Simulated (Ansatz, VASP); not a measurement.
# Cross-check of TaN between VASP and Ansatz

Aim: how closely do two programs agree when they are given the same cell, functional and k mesh? The cell is taken from a series of runs on this material, whose earlier steps may have relaxed, scaled, displaced or heated it; both programs get it as it stands.

Main program and level: Ansatz 0.2.0; plane waves, with VASP 6.6.1 beside it; relaxation of cell and atoms at PBEsol, spin-orbit coupling.

## Step 1: The structure

It takes space group P-62m (No. 189, hexagonal). The conventional cell has a = 5.196 Å, b = 5.196 Å, c = 2.911 Å, α = 90.00°, β = 90.00°, γ = 120.00°. Ta has 6 N at 2.16 Å nearest. Nearest to Ta lie 3 N at 2.04 Å. N has 5 Ta at 2.04 to 2.16 Å nearest. Farther neighbours and most contacts between anions are not listed.

Coordinates:

```
Ta N
1.0
     5.19600    0.00000    0.00000
    -2.59800    4.49987    0.00000
     0.00000    0.00000    2.91100
Ta N
3 3
Direct
  0.33333 0.66667 0.50000
  0.66667 0.33333 0.50000
  0.00000 0.00000 0.00000
  0.39285 0.00000 0.00000
  0.60715 0.60715 0.00000
  0.00000 0.39285 0.00000
```

## Step 2: Ansatz: relaxation of cell and atoms, PBEsol, spin-orbit coupling

Ansatz runs on its fully relativistic PAW (standard-fr) files.

The relaxed volume is the usual yardstick between codes: in a stiff, nearly cubic crystal its relative difference is about their pressure difference at one cell divided by the bulk modulus.

File input.yaml:

```yaml
crystal:
  lattice:
    - [5.196, 0.0, 0.0]
    - [-2.598, 4.4998679981, 0.0]
    - [0.0, 0.0, 2.911]
  atoms:
    - { symbol: Ta, position: [0.3333333333, 0.6666666667, 0.5] }
    - { symbol: Ta, position: [0.6666666667, 0.3333333333, 0.5] }
    - { symbol: Ta, position: [0.0, 0.0, 0.0] }
    - { symbol: "N", position: [0.39285, 0.0, 0.0] }
    - { symbol: "N", position: [0.60715, 0.60715, 0.0] }
    - { symbol: "N", position: [0.0, 0.39285, 0.0] }
kpoints:
  mp_grid: { grid: [9, 9, 10] }
hamiltonian:
  xc: pbesol
  pseudopotentials: { kind: paw_fr }
scf:
  occupations: { method: gaussian, width: 0.1 }
output:
  forces: true
  stress: true
  eigenvalues: true
  write_density: true
  write_potential: true
  elf: true
  volumetric_format: npy
magnetization:
  noncollinear: true
  spin_orbit: true
relax:
  adjacent_minimum: "off"
  f_tol: 0.005
  max_steps: 60
  cell: { stress_tol: 0.03 }
```

Launch:

```
$ ansatz run input.yaml --threads 4 --pin off --max-ram 16384MiB --backend cpu --events-out ev --progress --plain --runs-dir out
```

Numbers of over 12 decimals in the logs are rounded to 6 here.

The log of the run:

```text
Engine: ansatz 0.2.0, aarch64-unknown-linux-gnu
Pseudopotentials: kind: paw_fr
Pseudopotential: Ta, paw_fr, valence charge 13, recommended cutoff 420 eV (normal), Ta.paw.azcp#standard-fr
Pseudopotential: N, paw_fr, valence charge 5, recommended cutoff 420 eV (normal), N.paw.azcp#standard-fr
Functional definition: PBEsol
  exchange = pbesol_x
  correlation = pbesol_c
non-collinear run that drives no moment, with spin-orbit: no starting moment large enough to seed its density (crystal.atoms[].spin), no starting occupations that ask for one, no magnetisation constraint and no magnetic field, so the semilocal B_xc is pinned to zero
Crystal: 6 atoms, lattice volume = 68.063 Å³
Basis set: ecut = 420 eV, 1287 PW (Γ), exchange–correlation on 72×72×40 points (8 copies of the dense FFT grid, shifted against one another)
Bands: 66, of which v1, the nominal top of the filled ones, is band 54 counted from 1 (53 counted from 0)
Symmetry: 12 space group operations + 12 with time reversal
Magnetic group: BNS 189.222 (UNI 1452), of the structure as read, at distance tolerance 4.1e-5 Å
k-points: 72 of 810 (time reversal used)
Projection manifold: j_resolved (fully-relativistic pseudo-atomic orbitals)
Non-local potential: Ta, projectors of the file, l = 0: 3, l = 1: 4, l = 2: 4, l = 3: 2
Non-local potential: N, projectors of the file, l = 0: 2, l = 1: 4, l = 2: 2
PAW form: soft (Blöchl's): semilocal exchange-correlation on the pseudo side does not see the compensation charge
PAW frozen core: Ta, regenerated for the run's functional, and the local potential with it (the file was generated under x = pbe(κ = 0.804, μ = 0.219515), c = pbe(β = 0.066725))
PAW frozen core: N, regenerated for the run's functional, and the local potential with it (the file was generated under x = pbe(κ = 0.804, μ = 0.219515), c = pbe(β = 0.066725))
PAW one-centre angular grid: Ta, 590 points (default); XC on 64 Gauss nodes
PAW one-centre angular grid: N, 110 points (default); XC on 64 Gauss nodes
Initial density: superposition of atomic densities (chi_scale 0.1, normalization cell, long waves kept (reshape's long-wave potential 0.01 eV rms))
Initial wavefunctions: pseudopotential atomic-orbital guess
Functional: x = pbesol(κ = 0.804, μ = 0.123457), c = pbesol(β = 0.046)
SCF iter   1: F=—  HF=-30629.879518 eV  |F-HF|=—  |Δ(HF+E_count)|=         —  Δρ=6.31e-2  dr2=3.36e0  dr2_m=0.00e0 (ungated)  ethr=3.10e-3  |M|=0.00e0 ∫|m|=0.00e0 μB  |m|>n=0.0e0 m-floor=0.0e0 τ_xc=0.0e0  β_m=0.30  ⟨swp⟩=5.4  Hψ=21824  notcnv=0  defer=2
preconditioner: auto → Kerker (q_TF=auto, 2.625 Å⁻¹)  [metal: Δε(μ)=0.085 eV  Ē_g=9.861 eV  σ=0.100 eV  W_gap=0.42  n_scr=26 (ndim 8)  ℏωp=24.7 eV  f_vac=0.000  D(μ)=0.43/eV (n_scr^D=0)]
spin=Noncollinear: Kerker preconditioning applied to the charge; magnetization (m_x, m_y, m_z) channels mix plain (no charge-response kernel on spin).
SCF iter   2: F=—  HF=-30629.456066 eV  |F-HF|=—  |Δ(HF+E_count)|=   4.23e-1  Δρ=4.21e-2  dr2=1.26e0  dr2_m=0.00e0 (ungated)  ethr=3.10e-3  |M|=0.00e0 ∫|m|=0.00e0 μB  |m|>n=0.0e0 m-floor=0.0e0 τ_xc=0.0e0  β_m=0.53  ⟨swp⟩=2.1  Hψ=7023  notcnv=0  defer=405
SCF iter   3: F=—  HF=-30629.284384 eV  |F-HF|=—  |Δ(HF+E_count)|=   1.72e-1  Δρ=1.37e-2  dr2=7.70e-2  dr2_m=0.00e0 (ungated)  ethr=2.33e-3  |M|=0.00e0 ∫|m|=0.00e0 μB  |m|>n=0.0e0 m-floor=0.0e0 τ_xc=0.0e0  β_m=0.68  ⟨swp⟩=2.9  Hψ=6646  notcnv=0  defer=418
SCF iter   4: F=—  HF=-30629.276892 eV  |F-HF|=—  |Δ(HF+E_count)|=   7.49e-3  Δρ=2.78e-3  dr2=5.31e-3  dr2_m=0.00e0 (ungated)  ethr=1.43e-4  |M|=0.00e0 ∫|m|=0.00e0 μB  |m|>n=0.0e0 m-floor=0.0e0 τ_xc=0.0e0  β_m=0.83  ⟨swp⟩=2.1  Hψ=6440  notcnv=0  defer=402
SCF iter   5: F=—  HF=-30629.276105 eV  |F-HF|=—  |Δ(HF+E_count)|=   7.87e-4  Δρ=8.33e-4  dr2=5.09e-4  dr2_m=0.00e0 (ungated)  ethr=9.84e-6  |M|=0.00e0 ∫|m|=0.00e0 μB  |m|>n=0.0e0 m-floor=0.0e0 τ_xc=0.0e0  β_m=0.91  ⟨swp⟩=2.6  Hψ=6784  notcnv=0  defer=400
SCF iter   6: F=—  HF=-30629.276001 eV  |F-HF|=—  |Δ(HF+E_count)|=   1.04e-4  Δρ=1.60e-4  dr2=2.17e-5  dr2_m=0.00e0 (ungated)  ethr=9.43e-7  |M|=0.00e0 ∫|m|=0.00e0 μB  |m|>n=0.0e0 m-floor=0.0e0 τ_xc=0.0e0  β_m=0.96  ⟨swp⟩=2.3  Hψ=6313  notcnv=0  defer=400
SCF iter   7: F=—  HF=-30629.275996 eV  |F-HF|=—  |Δ(HF+E_count)|=   5.06e-6  Δρ=2.89e-5  dr2=4.52e-7  dr2_m=0.00e0 (ungated)  ethr=4.02e-8  |M|=0.00e0 ∫|m|=0.00e0 μB  |m|>n=0.0e0 m-floor=0.0e0 τ_xc=0.0e0  β_m=0.98  ⟨swp⟩=2.0  Hψ=6518  notcnv=0  defer=400
SCF iter   8: F=-30629.275996 eV  HF=-30629.275996 eV  |F-HF|=6.26e-9  |Δ(HF+E_count)|=   3.67e-8  Δρ=6.20e-6  dr2=2.36e-8  dr2_m=0.00e0 (ungated)  ethr=1.85e-10  |M|=0.00e0 ∫|m|=0.00e0 μB  |m|>n=0.0e0 m-floor=0.0e0 τ_xc=0.0e0  ⟨swp⟩=17.1  Hψ=34683  notcnv=0
SCF 1 converged in 8 iterations: F = -30629.275996 eV  dr2 = 2.36e-8
[...]
SCF iter   4: F=-30629.287879 eV  HF=-30629.287879 eV  |F-HF|=1.24e-10  |Δ(HF+E_count)|=   3.54e-9  Δρ=7.76e-7  dr2=3.45e-10  dr2_m=0.00e0 (ungated)  ethr=1.85e-11  |M|=0.00e0 ∫|m|=0.00e0 μB  |m|>n=0.0e0 m-floor=0.0e0 τ_xc=0.0e0  ⟨swp⟩=7.1  Hψ=24782  notcnv=0
SCF 8 converged in 4 iterations: F = -30629.287879 eV  dr2 = 3.45e-10
relax step   8: F+E_penalty+E_count = -30629.28787880 eV  Δ(F+E_penalty+E_count) = -3.337e-5 eV  max|allowed force component| = 1.207e-5 eV/Å  Δτ_max = 0.0000 Å  P = -0.000 GPa  Ω = 67.189 Å³  energy of the carried Pulay correction = +3.148e-5 eV  (4 SCF iters, dr2 threshold 1.00e-8 eV, accepted)
Projection manifold: j_resolved (fully-relativistic pseudo-atomic orbitals)
iter 1 solved again at ethr=4.35e-8 eV; its pass at ethr=3.10e-3 eV (dr2=2.35e-5 eV) is discarded
SCF iter   1: F=—  HF=-30629.287855 eV  |F-HF|=—  |Δ(HF+E_count)|=         —  Δρ=1.28e-6  dr2=5.10e-10  dr2_m=0.00e0 (ungated)  ethr=4.35e-8  |M|=0.00e0 ∫|m|=0.00e0 μB  |m|>n=0.0e0 m-floor=0.0e0 τ_xc=0.0e0  β_m=0.30  ⟨swp⟩=3.9  Hψ=35692  notcnv=0
eigensolver tolerance schedule: the retry pair's looser diagonalisation over-reported the residual by 46106.88 of it (diagonalisation noise at 1.84 of the residual, at the tolerance the schedule requests for it); recorded, not acted on — ethr = c·dr2/N_el stays at c = 1.0e-1
spin=Noncollinear: Kerker preconditioning applied to the charge; magnetization (m_x, m_y, m_z) channels mix plain (no charge-response kernel on spin).
SCF iter   2: F=—  HF=-30629.287854 eV  |F-HF|=—  |Δ(HF+E_count)|=   6.12e-7  Δρ=1.07e-6  dr2=3.65e-10  dr2_m=0.00e0 (ungated)  ethr=1.00e-12  |M|=0.00e0 ∫|m|=0.00e0 μB  |m|>n=0.0e0 m-floor=0.0e0 τ_xc=0.0e0  β_m=0.50  ⟨swp⟩=4.0  Hψ=13428  notcnv=0
SCF iter   3: F=—  HF=-30629.287854 eV  |F-HF|=—  |Δ(HF+E_count)|=  1.09e-11  Δρ=5.03e-7  dr2=7.96e-11  dr2_m=0.00e0 (ungated)  ethr=1.00e-12  |M|=0.00e0 ∫|m|=0.00e0 μB  |m|>n=0.0e0 m-floor=0.0e0 τ_xc=0.0e0  β_m=0.62  ⟨swp⟩=2.0  Hψ=5874  notcnv=0
SCF iter   4: F=—  HF=-30629.287854 eV  |F-HF|=—  |Δ(HF+E_count)|=  1.46e-11  Δρ=2.24e-7  dr2=3.25e-11  dr2_m=0.00e0 (ungated)  ethr=1.00e-12  |M|=0.00e0 ∫|m|=0.00e0 μB  |m|>n=0.0e0 m-floor=0.0e0 τ_xc=0.0e0  β_m=0.80  ⟨swp⟩=1.0  Hψ=4752  notcnv=0
SCF iter   5: F=-30629.287854 eV  HF=-30629.287854 eV  |F-HF|=1.46e-11  |Δ(HF+E_count)|=  1.46e-11  Δρ=1.38e-7  dr2=9.36e-12  dr2_m=0.00e0 (ungated)  ethr=1.00e-12  |M|=0.00e0 ∫|m|=0.00e0 μB  |m|>n=0.0e0 m-floor=0.0e0 τ_xc=0.0e0  ⟨swp⟩=7.1  Hψ=19225  notcnv=0
SCF 9 converged in 5 iterations: F = -30629.287854 eV  dr2 = 9.36e-12
relax step   9: F+E_penalty+E_count = -30629.28785417 eV  Δ(F+E_penalty+E_count) = +2.463e-5 eV  max|allowed force component| = 1.023e-5 eV/Å  Δτ_max = 0.0000 Å  P = -0.001 GPa  Ω = 67.189 Å³  stress off target by 9.49e-4 GPa  SCF on the basis re-selected at this cell (its energy is not comparable with the rows above)  (5 SCF iters)
basis re-selected at this cell: Δ(F+E_penalty+E_count) = +2.463e-5 eV, ΔP = -0.000 GPa vs the last step (what re-selecting the basis moved, of the pressure what is left beyond the Pulay correction that the steps carried, after the strain that the cell walked since its last selection, with what the two solves' SCF thresholds leave and, on support functions, any second-order correction that the steps lacked; it is no m [...]
SCF converged after 5 iterations
Magnetization: |M| = 0.0000 μB,  M = (+0.0000, +0.0000, +0.0000) μB
Absolute magnetization: 0.0000 μB (∫|m|)
  site 0: m = (+0.0000, +0.0000, +0.0000) μB, |m| = 0.0000 μB  (R = 0.89 Å)
  site 1: m = (+0.0000, +0.0000, +0.0000) μB, |m| = 0.0000 μB  (R = 0.89 Å)
  site 2: m = (+0.0000, +0.0000, +0.0000) μB, |m| = 0.0000 μB  (R = 0.84 Å)
  site 3: m = (+0.0000, +0.0000, +0.0000) μB, |m| = 0.0000 μB  (R = 0.84 Å)
  site 4: m = (+0.0000, +0.0000, +0.0000) μB, |m| = 0.0000 μB  (R = 0.84 Å)
  site 5: m = (+0.0000, +0.0000, +0.0000) μB, |m| = 0.0000 μB  (R = 0.84 Å)
Free energy (F): -30629.287854 eV
Harris-Foulkes:  -30629.287854 eV  (|F-HF|=1.46e-11)
Internal energy: -30629.285510 eV  (E = F + TS)
E sigma→0 (E₀):  -30629.286682 eV
Entropy (-TS):   -0.002344 eV (-0.391 meV/atom)
Fermi energy:    19.827290 eV
--- Per-component energies (eV) ---
  E_band       = -218.967900
  E_kinetic    = 1498.574696
  E_local      = -2011.187389  (includes V_loc(G=0)·N_el)
  E_nonlocal   = 178.991062
  E_hartree    = 681.410357
  E_xc         = -832.418107
  E_vxc        = -843.905183  (∫ρ·V_xc dr)
  E_paw        = -25243.662625  (= ΣΔE_a)
  E_vpaw       = -404.262523  (= ΣTr[D̂ρ^β])
  E_aug_tail   = 0.000825  (compensation charges beyond the density's cutoff)
  E_ewald      = -4901.733756
  E_core_change = 0.739426  (= ΣΔE_core)
  E_smearing   = -0.002344  (= −TS)
  E_closure    = -0.000000  (closes the sum)
  Σ components = -30629.287854   (vs F -30629.287854, Δ=0.00e0)
--- Forces (eV/Å), atoms counted from 1 ---
  atom   1  Ta    -0.00000000    -0.00000000     0.00000000
  atom   2  Ta    -0.00000000     0.00000000     0.00000000
  atom   3  Ta     0.00000000    -0.00000000    -0.00000000
  atom   4  N      0.00001023    -0.00000000     0.00000000
  atom   5  N     -0.00000511    -0.00000886     0.00000000
  atom   6  N     -0.00000511     0.00000886     0.00000000
  max |Σ_I F_I| component: 4.73e-16 eV/Å
--- Stress (GPa, compression-positive) ---
       -0.000735       0.000000      -0.000000
       -0.000000      -0.000735       0.000000
       -0.000000       0.000000      -0.000949
  P = ⅓ Tr σ = -0.0008 GPa (-0.008 kbar)
--- Band table (eV; the first three rows and the last of 72) ---
  k-point 0: bands = [... 50 lower, 17.8924, 17.8924, 18.7367, 18.7367, 19.0862, 19.0862, 20.3294, 20.3294, ... 8 higher]
  k-point 1: bands = [... 50 lower, 18.2540, 18.3662, 18.3662, 18.5013, 18.5981, 18.5981, 20.9515, 20.9515, ... 8 higher]
  k-point 2: bands = [... 50 lower, 17.8861, 18.0895, 18.0895, 18.1561, 19.5077, 19.5077, 21.1372, 21.3449, ... 8 higher]
  k-point 71: bands = [... 50 lower, 17.3640, 17.3640, 18.1215, 18.1215, 22.2977, 22.2977, 22.3099, 22.3099, ... 8 higher]
--- Relaxed structure (7 steps of the walk, 7 accepted, 2 SCFs on fresh bases) ---
  F+E_penalty+E_count = -30629.28785417 eV   max|allowed force component| = 1.023e-5 eV/Å   (the final SCF, on the basis selected at the relaxed cell)
  cell:  # Å, volume = 67.1891 Å³
    - [5.176841, 0, 0.0]
    - [-2.588421, 4.483276, 0.0]
    - [0.0, 0.0, 2.894934]
  atoms:
    - { symbol: Ta, position: [0.333333, 0.666667, 0.5] }
    - { symbol: Ta, position: [0.666667, 0.333333, 0.5] }
    - { symbol: Ta, position: [0, 0, 0.0] }
    - { symbol: N, position: [0.393387, 0, 0.0] }
    - { symbol: N, position: [0.606613, 0.606613, 0.0] }
    - { symbol: N, position: [-8.326672684688674e-17, 0.393387, 0.0] }
```

Reading the cycles: dr2 is the Hartree energy of the density residual (eV), the measure of convergence; HF is the Harris–Foulkes estimate of the energy, which meets the free energy F at convergence.

(Continued in part 2 of 2.)

[Lines on the potential files, build, host, timing and source positions are cut from VASP's logs without a mark.]

[Logs are printed without paths, hosts, clocks, repeated set-up lines and the standing remarks that a program may print on its own settings, such as how far it seeks lower states.]

[Hosts, paths, dates, database ids (printed as entryN), source tags and the programs' standing remarks are cut or masked in the printed files.]
